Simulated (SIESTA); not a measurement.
Worked example: self-consistent single point of Li2O (Fm-3m, 3 atoms in the cell) in SIESTA

Computed with SIESTA 5.4.2 with LDA PW92, numerical atomic orbitals DZP, PseudoDojo LDA standard norm-conserving potentials (rewritten from UPF to PSML).

This input was run:

```
# files in the folder: Li.psml O.psml (PseudoDojo LDA standard)
SystemName  Li2O
SystemLabel Li2O

NumberOfAtoms                3
NumberOfSpecies              2
%block ChemicalSpeciesLabel
  1 3 Li
  2 8 O
%endblock ChemicalSpeciesLabel
LatticeConstant              1.0 Ang
%block LatticeVectors
     0.000000000    2.298450000    2.298450000
     2.298450000    0.000000000    2.298450000
     2.298450000    2.298450000    0.000000000
%endblock LatticeVectors
AtomicCoordinatesFormat      Fractional
%block AtomicCoordinatesAndAtomicSpecies
     0.250000000    0.250000000    0.250000000  1
     0.750000000    0.750000000    0.750000000  1
     0.000000000    0.000000000    0.000000000  2
%endblock AtomicCoordinatesAndAtomicSpecies

XC.functional                LDA
XC.authors                   PW92
PAO.BasisSize                DZP
PAO.EnergyShift              0.01 Ry
PAO.Polarization.NonPerturbative true
MeshCutoff                   300 Ry
%block kgrid.MonkhorstPack
    8   0   0  0.0
    0   8   0  0.0
    0   0   8  0.0
%endblock kgrid.MonkhorstPack
OccupationFunction           FD
ElectronicTemperature        0.02 eV

MaxSCFIterations             150
SCF.Mixer.Method             Pulay
SCF.Mixer.Weight             0.1
SCF.Mixer.History            8
SCF.DM.Tolerance             1.0E-04
Diag.ParallelOverK           true
WriteForces                  true
```

Log, with long lists cut:

```
reinit: Reading from file input.fdf

reinit: System Name: Li2O
reinit: System Label: Li2O

coor:   Atomic-coordinates input format  =     Fractional

siesta: Atomic coordinates (Bohr) and species
siesta:      2.17172   2.17172   2.17172  1        1
siesta:      6.51516   6.51516   6.51516  1        2
siesta:      0.00000   0.00000   0.00000  2        3

siesta: System type = bulk

initatomlists: Number of atoms, orbitals, and projectors:      3    25    29

siesta: ******************** Simulation parameters ****************************
redata: Spin configuration                          = none
redata: Time-Reversal Symmetry                      = T
redata: Number of Atomic Species                    =        2
redata: Mesh Cutoff                                 =   300.0000 Ry
redata: Net charge of the system                    =     0.0000 |e|
redata: Min. number of SCF Iter                     =        0
redata: Max. number of SCF Iter                     =      150
redata: SCF convergence failure will abort job
redata: SCF mix quantity                            = Hamiltonian
redata: Mix DM or H after convergence               =   F
redata: Recompute H after scf cycle                 =   F
redata: Mix DM in first SCF step                    =   T
redata: No kicks to SCF
redata: DM Mixing Weight for Kicks                  =     0.5000
redata: Require Harris convergence for SCF          =   F
redata: Harris energy tolerance for SCF             =     0.000100 eV
redata: Require DM convergence for SCF              =   T
redata: DM tolerance for SCF                        =     0.000100
redata: Require EDM convergence for SCF             =   F
redata: EDM tolerance for SCF                       =     0.001000 eV
redata: Require H convergence for SCF               =   T
redata: Hamiltonian tolerance for SCF               =     0.001000 eV
redata: Require (free) Energy convergence for SCF   =   F
redata: (free) Energy tolerance for SCF             =     0.000100 eV
redata: Using DFT-D3 dispersion                     =   F
redata: Using Saved Data (generic)                  =   F
redata: Method of Calculation                       = Diagonalization
redata: Electronic Temperature                      =   232.0904 K
redata: Number of TDED substeps                     =        3
redata: Dynamics option                             = Single-point calculation
redata: Save all siesta data in one NC              =   F
redata: ***********************************************************************

%block SCF.Mixers
  Pulay
%endblock SCF.Mixers

%block SCF.Mixer.Pulay
  # Mixing method
  method pulay
  variant stable

  # Mixing options
  weight 0.1000
  weight.linear 0.1000
  history 8
%endblock SCF.Mixer.Pulay

DM_history_depth set to one: no extrapolation allowed by default for geometry relaxation
Size of DM history Fstack: 1
Total number of electrons:    12.000000
Total ionic charge:    12.000000

* ProcessorY, Blocksize:    1  26

* Orbital distribution balance (max,min):    25    25

k-point displ. along   1 input, could be:     0.00    0.50
k-point displ. along   2 input, could be:     0.00    0.50
k-point displ. along   3 input, could be:     0.00    0.50
 Kpoints in:          320 . Kpoints trimmed:          296

siesta: k-grid: Number of k-points = 296
siesta: k-points from Monkhorst-Pack grid
siesta: k-cutoff (effective) =    13.002 Ang
siesta: k-point supercell and displacements
siesta: k-grid:     8     0     0      0.000
siesta: k-grid:     0     8     0      0.000
siesta: k-grid:     0     0     8      0.000

diag: Algorithm                                     = D&C
diag: Parallel over k                               =   F
diag: Use parallel 2D distribution                  =   F
diag: Parallel block-size                           = 26
diag: Parallel distribution                         =     1 x     1
diag: Used triangular part                          = Lower
diag: Absolute tolerance                            =  0.100E-15
diag: Orthogonalization factor                      =  0.100E-05
diag: Memory factor                                 =  1.0000

superc: Internal auxiliary supercell:     9 x     9 x     9  =     729
superc: Number of atoms, orbitals, and projectors:   2187  18225  21141

                        Single-point calculation

superc: Internal auxiliary supercell:     9 x     9 x     9  =     729
superc: Number of atoms, orbitals, and projectors:   2187  18225  21141

outcell: Unit cell vectors (Ang):
        0.000000    2.298450    2.298450
        2.298450    0.000000    2.298450
        2.298450    2.298450    0.000000

outcell: Cell vector modules (Ang)   :    3.250499    3.250499    3.250499
outcell: Cell angles (23,13,12) (deg):     60.0000     60.0000     60.0000
outcell: Cell volume (Ang**3)        :     24.2848
new_DM -- step:     1
Initializing Density Matrix...

Attempting to read DM from file... Failed...
DM filled with atomic data:

InitMesh: MESH = 30 x 30 x 30 = 27000
InitMesh: Mesh cutoff (required, used) =   300.000   353.131 Ry

stepf: Fermi-Dirac step function

        iscf     Eharris(eV)        E_KS(eV)     FreeEng(eV)     dDmax    Ef(eV) dHmax(eV)
   scf:    1     -827.386596     -838.673140     -838.673140  0.604112-12.716176  6.174414
   scf:    2     -839.568374     -839.149334     -839.149334  0.033404-12.855496  4.322266
   scf:    3     -839.700674     -839.604489     -839.604489  0.075767-10.259554  0.346076
   scf:    4     -839.549071     -839.589434     -839.589434  0.043271-10.419116  0.900250
   scf:    5     -839.612786     -839.609486     -839.609486  0.013263-10.533096  0.084177
   scf:    6     -839.609585     -839.609671     -839.609671  0.004113-10.518882  0.033922
   scf:    7     -839.609715     -839.609699     -839.609699  0.000403-10.518818  0.006413
mix: Pulay -- inversion failed, > SVD [rank/size] 4 / 6
   scf:    8     -839.609700     -839.609700     -839.609700  0.000032-10.518841  0.004184
mix: Pulay -- inversion failed, > SVD [rank/size] 4 / 7
   scf:    9     -839.609700     -839.609700     -839.609700  0.000006-10.518867  0.003781
mix: Pulay -- inversion failed, > SVD [rank/size] 4 / 7
   scf:   10     -839.609700     -839.609700     -839.609700  0.000007-10.518891  0.004007
mix: Pulay -- inversion failed, > SVD [rank/size] 3 / 7
   scf:   11     -839.609700     -839.609700     -839.609700  0.000111-10.519093  0.000164
mix: Pulay -- inversion failed, > SVD [rank/size] 3 / 7
   scf:   12     -839.609700     -839.609700     -839.609700  0.000014-10.519081  0.000139

SCF Convergence by DM+H criterion
max |DM_out - DM_in|         :     0.0000140183
max |H_out - H_in|      (eV) :     0.0001387844
SCF cycle converged after 12 iterations

Using DM_out to compute the final energy and forces

siesta: E_KS(eV) =             -839.6097

siesta: E_KS - E_eggbox =      -839.6097

siesta: Atomic forces (eV/Ang):
     1   -0.000000   -0.000000   -0.000000
     2    0.000000    0.000000    0.000000
     3   -0.000000    0.000000    0.000000
   Tot   -0.000000    0.000000    0.000000
   Max    0.000000
   Res    0.000000    sqrt( Sum f_i^2 / 3N )
   Max    0.000000    constrained

Stress tensor Voigt[x,y,z,yz,xz,xy] (kbar):       65.13       65.13       65.13        0.00        0.00        0.00
(Free)E + p*V (eV/cell)     -840.5969
Target enthalpy (eV/cell)     -839.6097

siesta: Program's energy decomposition (eV):
siesta: Ebs     =      -360.845618
siesta: Eions   =      1016.706716
siesta: Ena     =       108.881171
siesta: Ekin    =       587.251278
siesta: Enl     =      -318.705924
siesta: Eso     =         0.000000
siesta: Edftu   =         0.000000
siesta: DEna    =         1.013736
siesta: DUscf   =         0.516268
siesta: DUext   =         0.000000
siesta: Ex      =      -181.036967
siesta: Ec      =       -20.822546
siesta: Exc     =      -201.859513
siesta: Eharris =      -839.609700
siesta: Etot    =      -839.609700
siesta: FreeEng =      -839.609700

siesta: Stress tensor (static) (eV/Ang**3):
siesta:     0.040650    0.000000    0.000000
siesta:     0.000000    0.040650    0.000000
siesta:     0.000000    0.000000    0.040650

siesta: Cell volume =         24.284836 Ang**3

siesta: Pressure (static):
siesta:                Solid            Molecule  Units
siesta:          -0.00044273         -0.00044273  Ry/Bohr**3
siesta:          -0.04064972         -0.04064972  eV/Ang**3
siesta:         -65.12802535        -65.12802535  kBar
```

The run converged in 12 iterations.

The starting cell has typed, rounded lattice constants, without a prior relaxation at this level. Its lattice was rescaled by up to half a per cent. Values carry the incompleteness of an atom-centred basis. With a pressure of about -7 GPa the cell is away from its equilibrium volume at this level.

Cost on one core of a shared machine: roughly 30 s.
